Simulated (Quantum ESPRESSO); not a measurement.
# Al (Im-3m) in Quantum ESPRESSO: reference runs

Aim: a first look at Al with PBE, on the cell as given and on a disturbed one.

All numbers are computed with Quantum ESPRESSO 7.5; they aren't measurements. Logs are shortened: lines on timing, memory, paths and dates and some standing lists are left out, and cuts for length are marked.

### 1 Starting point

It takes space group Im-3m (No. 229, cubic). The conventional cell has a = 3.182 Å, b = 3.182 Å, c = 3.182 Å, α = 90.00°, β = 90.00°, γ = 90.00°. Al (site symmetry m-3m) has 8 Al at 2.76 Å as nearest neighbours.

This isn't the form of Al at room conditions, which is fcc.

### 2 Single point, PBE

Input file pw.in:

```
&CONTROL
  calculation = 'scf'
  prefix = 'pwscf'
  outdir = './tmp'
  pseudo_dir = './pseudo'
  tprnfor = .true.
  tstress = .true.
  disk_io = 'nowf'
/
&SYSTEM
  ibrav = 0
  nat = 1
  ntyp = 1
  ecutwfc = 55
  ecutrho = 440
  nbnd = 6
  occupations = 'smearing'
  smearing = 'fd'
  degauss = 0.00367493
/
&ELECTRONS
  conv_thr = 2d-10
  electron_maxstep = 120
  mixing_beta = 0.5
/
ATOMIC_SPECIES
Al    26.9815 Al.pbe-n-kjpaw_psl.1.0.0.UPF
CELL_PARAMETERS angstrom
  -1.5912186900    1.5912186900    1.5912186900
   1.5912186900   -1.5912186900    1.5912186900
   1.5912186900    1.5912186900   -1.5912186900
ATOMIC_POSITIONS crystal
Al     0.0000000000    0.0000000000    0.0000000000
K_POINTS automatic
12 12 12 0 0 0
```

Potentials or basis: SSSP 1.3 efficiency PBE.

The run is started by

```sh
$ OMP_NUM_THREADS=1 pw.x -in pw.in > pw.out
```

pw.out:

```text
This program is part of the open-source Quantum ESPRESSO suite
     for quantum simulation of materials; please cite
         "P. Giannozzi et al., J. Phys.:Condens. Matter 21 395502 (2009);
         "P. Giannozzi et al., J. Phys.:Condens. Matter 29 465901 (2017);
         "P. Giannozzi et al., J. Chem. Phys. 152 154105 (2020);
     in publications or presentations arising from this work. More details at

     file Al.pbe-n-kjpaw_psl.1.0.0.UPF: wavefunction(s)  3S 3P renormalized
     Message from routine setup:
     using ibrav=0 with symmetry is DISCOURAGED, use correct ibrav instead

     Subspace diagonalization in iterative solution of the eigenvalue problem:
     a serial algorithm will be used

     G-vector sticks info
     --------------------
     sticks:   dense  smooth     PW     G-vecs:    dense   smooth      PW
     Sum         905     451    173                16949     5979    1433

     Using Slab Decomposition

     bravais-lattice index     =            0
     lattice parameter (alat)  =       5.2082  a.u.
     unit-cell volume          =     108.7542 (a.u.)^3
     number of atoms/cell      =            1
     number of atomic types    =            1
     number of electrons       =         3.00
     number of Kohn-Sham states=            6
     kinetic-energy cutoff     =      55.0000  Ry
     charge density cutoff     =     440.0000  Ry
     scf convergence threshold =      2.0E-10
     mixing beta               =       0.5000
     number of iterations used =            8  plain     mixing
     Exchange-correlation= SLA  PW   PBX  PBC
                           (   1   4   3   4   0   0   0)

     celldm(1)=   5.208221  celldm(2)=   0.000000  celldm(3)=   0.000000
     celldm(4)=   0.000000  celldm(5)=   0.000000  celldm(6)=   0.000000

     crystal axes: (cart. coord. in units of alat)
               a(1) = (  -0.577350   0.577350   0.577350 )
               a(2) = (   0.577350  -0.577350   0.577350 )
               a(3) = (   0.577350   0.577350  -0.577350 )

     reciprocal axes: (cart. coord. in units 2 pi/alat)
               b(1) = (  0.000000  0.866025  0.866025 )
               b(2) = (  0.866025  0.000000  0.866025 )
               b(3) = (  0.866025  0.866025  0.000000 )

     PseudoPot. # 1 for Al read from file:
     Al.pbe-n-kjpaw_psl.1.0.0.UPF
     Pseudo is Projector augmented-wave + core cor, Zval =  3.0
     Generated using "atomic" code by A. Dal Corso  v.5.1
     Shape of augmentation charge: PSQ
     Using radial grid of 1135 points,  6 beta functions with:
                l(1) =   0
                l(2) =   0
                l(3) =   1
                l(4) =   1
                l(5) =   2
                l(6) =   2
     Q(r) pseudized with 0 coefficients

     atomic species   valence    mass     pseudopotential
     Al                3.00    26.98150     Al( 1.00)

     48 Sym. Ops., with inversion, found

   Cartesian axes

     site n.     atom                  positions (alat units)
         1        Al     tau(   1) = (   0.0000000   0.0000000   0.0000000  )

     number of k points=    72  Fermi-Dirac smearing, width (Ry)=  0.0037
                       cart. coord. in units 2pi/alat
        k(    1) = (   0.0000000   0.0000000   0.0000000), wk =   0.0011574
        k(    2) = (   0.0721688   0.0721688   0.0000000), wk =   0.0138889
        k(    3) = (   0.1443376   0.1443376   0.0000000), wk =   0.0138889
        k(    4) = (   0.2165064   0.2165064   0.0000000), wk =   0.0138889
        k(    5) = (   0.2886751   0.2886751   0.0000000), wk =   0.0138889
        k(    6) = (   0.3608439   0.3608439   0.0000000), wk =   0.0138889
[... 64 lines left out ...]
        k(   71) = (  -0.8660254  -0.0721688  -0.0721688), wk =   0.0138889
        k(   72) = (  -0.8660254  -0.8660254  -0.8660254), wk =   0.0011574

     Dense  grid:    16949 G-vectors     FFT dimensions: (  36,  36,  36)

     Smooth grid:     5979 G-vectors     FFT dimensions: (  25,  25,  25)

     Initial potential from superposition of free atoms

     starting charge       2.9977, renormalised to       3.0000
     Starting wfcs are    4 randomized atomic wfcs +    2 random wfcs
     Checking if some PAW data can be deallocated...

     Self-consistent Calculation

     iteration #  1     ecut=    55.00 Ry     beta= 0.50
     Davidson diagonalization with overlap
     ethr =  1.00E-02,  avg # of iterations =  5.9

     Threshold (ethr) on eigenvalues was too large:
     Diagonalizing with lowered threshold

     Davidson diagonalization with overlap
     ethr =  1.73E-04,  avg # of iterations =  2.8

     total energy              =     -39.49508030 Ry
     estimated scf accuracy    <       0.00510703 Ry

     iteration #  2     ecut=    55.00 Ry     beta= 0.50
     Davidson diagonalization with overlap
     ethr =  1.70E-04,  avg # of iterations =  1.1

     total energy              =     -39.49477455 Ry
     estimated scf accuracy    <       0.00113076 Ry

     iteration #  3     ecut=    55.00 Ry     beta= 0.50
     Davidson diagonalization with overlap
     ethr =  3.77E-05,  avg # of iterations =  1.8

     total energy              =     -39.49479801 Ry
     estimated scf accuracy    <       0.00000077 Ry

     iteration #  4     ecut=    55.00 Ry     beta= 0.50
     Davidson diagonalization with overlap
     c_bands:  1 eigenvalues not converged
     ethr =  2.58E-08,  avg # of iterations =  4.9

     total energy              =     -39.49479888 Ry
     estimated scf accuracy    <       0.00000002 Ry

     iteration #  5     ecut=    55.00 Ry     beta= 0.50
     Davidson diagonalization with overlap
     ethr =  7.03E-10,  avg # of iterations =  1.3

     End of self-consistent calculation

          k = 0.0000 0.0000 0.0000 (   767 PWs)   bands (ev):

    -3.1460  21.5562  21.5562  23.1959  23.1959  23.1959

          k = 0.0722 0.0722 0.0000 (   744 PWs)   bands (ev):

    -2.9430  19.3963  20.4115  20.7949  22.3688  23.3825

          k = 0.1443 0.1443 0.0000 (   730 PWs)   bands (ev):

    -2.3355  15.9359  19.0273  19.4278  21.0266  22.2144

          k = 0.2165 0.2165 0.0000 (   744 PWs)   bands (ev):

    -1.3289  12.5197  17.9247  18.1827  19.8637  21.2262

          k = 0.2887 0.2887 0.0000 (   754 PWs)   bands (ev):

     0.0680   9.3632  17.1357  17.2465  19.0074  20.4445

          k = 0.3608 0.3608 0.0000 (   756 PWs)   bands (ev):

     1.8413   6.5260  16.6632  16.6730  18.4881  19.9435

          k =-0.4330-0.4330 0.0000 (   746 PWs)   bands (ev):

     3.7437   4.2682  16.4803  16.5060  18.3143  19.7713

          k = 0.1443 0.0722 0.0722 (   733 PWs)   bands (ev):
[... 239 lines left out ...]
          k =-0.8660-0.1443-0.1443 (   742 PWs)   bands (ev):

     6.7548   7.3206  10.7743  12.7339  15.9415  17.1781

          k =-0.7939-0.0722-0.1443 (   749 PWs)   bands (ev):

     6.8016   8.8088   9.3888  13.5050  14.4647  16.6710

          k = 0.0000 0.0000 0.7217 (   739 PWs)   bands (ev):

     6.6333  10.4200  10.4200  11.5120  13.1875  16.3982

          k =-0.8660-0.0722-0.0722 (   750 PWs)   bands (ev):

     8.4348   8.8645  10.2430  11.8698  13.1177  14.9713

          k =-0.8660-0.8660-0.8660 (   736 PWs)   bands (ev):

    10.0661  10.0661  10.0661  11.1039  11.1039  14.0204

     the Fermi energy is     8.1388 ev

!    total energy              =     -39.49479888 Ry
     total all-electron energy =      -485.637580 Ry
     estimated scf accuracy    <          9.5E-11 Ry
     smearing contrib. (-TS)   =      -0.00030254 Ry
     internal energy E=F+TS    =     -39.49449634 Ry

     The total energy is F=E-TS. E is the sum of the following terms:
     one-electron contribution =       3.23342836 Ry
     hartree contribution      =       0.00330101 Ry
     xc contribution           =      -2.60231704 Ry
     ewald contribution        =      -5.44620132 Ry
     one-center paw contrib.   =     -34.68270736 Ry

     convergence has been achieved in   5 iterations

     Forces acting on atoms (cartesian axes, Ry/au):

     atom    1 type  1   force =     0.00000000    0.00000000    0.00000000

     Total force =     0.000000     Total SCF correction =     0.000000

     Computing stress (Cartesian axis) and pressure

          total   stress  (Ry/bohr**3)                   (kbar)     P=       37.87
   0.00025747   0.00000000   0.00000000           37.87        0.00        0.00
   0.00000000   0.00025747   0.00000000            0.00       37.87        0.00
   0.00000000   0.00000000   0.00025747            0.00        0.00       37.87

=------------------------------------------------------------------------------=
   JOB DONE.
=------------------------------------------------------------------------------=
```

It took 6.4 s on 1 thread of Intel Xeon Platinum 8559C (Emerald Rapids), shared host; peak memory 0.11 GiB.

Results:

```
Free energy            : -537.3541 eV
Pressure               : 3.8 GPa
Band gap on the k mesh : none (metal or under the smearing width)
```

Levels at points of the mesh, in eV from the Fermi level:
| k point | band 1 | band 2 | band 3 | band 4 | band 5 | band 6 |
| --- | --- | --- | --- | --- | --- | --- |
| (0.00, 0.00, 0.00) | -11.28 | 13.42 | 13.42 | 15.06 | 15.06 | 15.06 |
| (0.00, 0.00, -0.50) | -4.40 | -3.87 | 8.34 | 8.37 | 10.18 | 11.63 |
| (-0.50, -0.50, -0.50) | 1.93 | 1.93 | 1.93 | 2.97 | 2.97 | 5.88 |

### 3 Single point, PBE (cell strained at random at fixed volume)

Changes to pw.in since step 2:

```diff
@@ -28,7 +28,7 @@
 CELL_PARAMETERS angstrom
-  -1.5912186900    1.5912186900    1.5912186900
-   1.5912186900   -1.5912186900    1.5912186900
-   1.5912186900    1.5912186900   -1.5912186900
+  -1.6989500000    1.5643060000    1.6007980000
+   1.6309530000   -1.5829090000    1.5514040000
+   1.6603660000    1.5443250000   -1.6194010000
 ATOMIC_POSITIONS crystal
-Al     0.0000000000    0.0000000000    0.0000000000
+Al    -0.0006930000    0.0123870000    0.0058490000
 K_POINTS automatic
```

Potentials or basis: SSSP 1.3 efficiency PBE.

The run is started by

```sh
$ OMP_NUM_THREADS=1 pw.x -in pw.in > pw.out
```

pw.out:

```text
This program is part of the open-source Quantum ESPRESSO suite
     for quantum simulation of materials; please cite
         "P. Giannozzi et al., J. Phys.:Condens. Matter 21 395502 (2009);
         "P. Giannozzi et al., J. Phys.:Condens. Matter 29 465901 (2017);
         "P. Giannozzi et al., J. Chem. Phys. 152 154105 (2020);
     in publications or presentations arising from this work. More details at

     file Al.pbe-n-kjpaw_psl.1.0.0.UPF: wavefunction(s)  3S 3P renormalized

     Subspace diagonalization in iterative solution of the eigenvalue problem:
     a serial algorithm will be used

     G-vector sticks info
     --------------------
     sticks:   dense  smooth     PW     G-vecs:    dense   smooth      PW
     Sum         901     457    173                16963     5991    1477

     Using Slab Decomposition

     bravais-lattice index     =            0
     lattice parameter (alat)  =       5.3101  a.u.
     unit-cell volume          =     108.7543 (a.u.)^3
     number of atoms/cell      =            1
     number of atomic types    =            1
     number of electrons       =         3.00
     number of Kohn-Sham states=            6
     kinetic-energy cutoff     =      55.0000  Ry
     charge density cutoff     =     440.0000  Ry
     scf convergence threshold =      2.0E-10
     mixing beta               =       0.5000
     number of iterations used =            8  plain     mixing
     Exchange-correlation= SLA  PW   PBX  PBC
                           (   1   4   3   4   0   0   0)

     celldm(1)=   5.310110  celldm(2)=   0.000000  celldm(3)=   0.000000
     celldm(4)=   0.000000  celldm(5)=   0.000000  celldm(6)=   0.000000

     crystal axes: (cart. coord. in units of alat)
               a(1) = (  -0.604611   0.556695   0.569681 )
               a(2) = (   0.580413  -0.563315   0.552103 )
               a(3) = (   0.590880   0.549584  -0.576302 )

     reciprocal axes: (cart. coord. in units 2 pi/alat)
               b(1) = (  0.029205  0.909664  0.897435 )
               b(2) = (  0.872756  0.016280  0.910359 )
               b(3) = (  0.864979  0.914811  0.024058 )

     PseudoPot. # 1 for Al read from file:
     Al.pbe-n-kjpaw_psl.1.0.0.UPF
     Pseudo is Projector augmented-wave + core cor, Zval =  3.0
     Generated using "atomic" code by A. Dal Corso  v.5.1
     Shape of augmentation charge: PSQ
     Using radial grid of 1135 points,  6 beta functions with:
                l(1) =   0
                l(2) =   0
                l(3) =   1
                l(4) =   1
                l(5) =   2
                l(6) =   2
     Q(r) pseudized with 0 coefficients

     atomic species   valence    mass     pseudopotential
     Al                3.00    26.98150     Al( 1.00)

     No symmetry found

   Cartesian axes

     site n.     atom                  positions (alat units)
         1        Al     tau(   1) = (   0.0110646  -0.0041491   0.0030733  )

     number of k points=   868  Fermi-Dirac smearing, width (Ry)=  0.0037

     Number of k-points >= 100: set verbosity='high' to print them.

     Dense  grid:    16963 G-vectors     FFT dimensions: (  36,  36,  36)

     Smooth grid:     5991 G-vectors     FFT dimensions: (  25,  25,  25)

     Initial potential from superposition of free atoms

     starting charge       2.9977, renormalised to       3.0000
     Starting wfcs are    4 randomized atomic wfcs +    2 random wfcs
     Checking if some PAW data can be deallocated...

     Self-consistent Calculation

     iteration #  1     ecut=    55.00 Ry     beta= 0.50
     Davidson diagonalization with overlap
     ethr =  1.00E-02,  avg # of iterations =  6.0

     Threshold (ethr) on eigenvalues was too large:
     Diagonalizing with lowered threshold

     Davidson diagonalization with overlap
     ethr =  1.75E-04,  avg # of iterations =  2.9

     total energy              =     -39.49501414 Ry
     estimated scf accuracy    <       0.00517212 Ry

     iteration #  2     ecut=    55.00 Ry     beta= 0.50
     Davidson diagonalization with overlap
     ethr =  1.72E-04,  avg # of iterations =  1.0

     total energy              =     -39.49466314 Ry
     estimated scf accuracy    <       0.00115440 Ry

     iteration #  3     ecut=    55.00 Ry     beta= 0.50
     Davidson diagonalization with overlap
     ethr =  3.85E-05,  avg # of iterations =  1.6

     total energy              =     -39.49468628 Ry
     estimated scf accuracy    <       0.00000091 Ry

     iteration #  4     ecut=    55.00 Ry     beta= 0.50
     Davidson diagonalization with overlap
     ethr =  3.02E-08,  avg # of iterations =  4.5

     total energy              =     -39.49468701 Ry
     estimated scf accuracy    <       0.00000004 Ry

     iteration #  5     ecut=    55.00 Ry     beta= 0.50
     Davidson diagonalization with overlap
     ethr =  1.23E-09,  avg # of iterations =  1.3

     total energy              =     -39.49468702 Ry
     estimated scf accuracy    <          3.8E-10 Ry

     iteration #  6     ecut=    55.00 Ry     beta= 0.50
     Davidson diagonalization with overlap
     ethr =  1.25E-11,  avg # of iterations =  2.0

     End of self-consistent calculation

     Number of k-points >= 100: set verbosity='high' to print the bands.

     the Fermi energy is     8.1484 ev

!    total energy              =     -39.49468702 Ry
     total all-electron energy =      -485.637469 Ry
     estimated scf accuracy    <          3.9E-12 Ry
     smearing contrib. (-TS)   =      -0.00029124 Ry
     internal energy E=F+TS    =     -39.49439578 Ry

     The total energy is F=E-TS. E is the sum of the following terms:
     one-electron contribution =       3.23204568 Ry
     hartree contribution      =       0.00391054 Ry
     xc contribution           =      -2.60285974 Ry
     ewald contribution        =      -5.44445524 Ry
     one-center paw contrib.   =     -34.68303702 Ry

     convergence has been achieved in   6 iterations

     Forces acting on atoms (cartesian axes, Ry/au):

     atom    1 type  1   force =     0.00000000    0.00000000    0.00000000

     Total force =     0.000000     Total SCF correction =     0.000000

     Computing stress (Cartesian axis) and pressure

          total   stress  (Ry/bohr**3)                   (kbar)     P=       38.98
   0.00034129   0.00003165   0.00009564           50.21        4.66       14.07
   0.00003165   0.00022567   0.00004005            4.66       33.20        5.89
   0.00009564   0.00004005   0.00022804           14.07        5.89       33.55

=------------------------------------------------------------------------------=
   JOB DONE.
=------------------------------------------------------------------------------=
```

Run time: 32 s. Hardware: 1 thread of Intel Xeon Platinum 8559C (Emerald Rapids), shared host; peak memory 0.17 GiB.

Results:

| Item | Value |
| --- | --- |
| Free energy | -537.3526 eV |
| Pressure | 3.9 GPa |
| Band gap on the k mesh | none (metal or under the smearing width) |

Stress tensor (GPa, compression positive):
```
5.02 0.47 1.41
0.47 3.32 0.59
1.41 0.59 3.35
```

Levels at points of the mesh, in eV from the Fermi level:
```
              k point  band 1  band 2  band 3  band 4  band 5  band 6
   (0.00, 0.00, 0.00)  -11.30   12.65   13.08   13.99   14.28   14.92
  (0.00, 0.00, -0.50)   -4.33   -3.72    8.27    8.46   10.38   11.55
  (0.00, -0.50, 0.00)   -4.32   -3.69    8.43    8.76   10.57   11.47
 (0.00, -0.50, -0.50)   -4.29   -3.68    7.44    7.54    9.92   11.58
  (-0.50, 0.00, 0.00)   -4.17   -3.44    7.62    7.63    9.36   11.17
 (-0.50, 0.00, -0.50)   -4.69   -4.49    8.90    9.11   11.15   12.37
 (-0.50, -0.50, 0.00)   -4.56   -4.19    8.49    8.52   10.87   12.12
(-0.50, -0.50, -0.50)    0.98    2.24    2.54    2.62    3.23    6.07
```
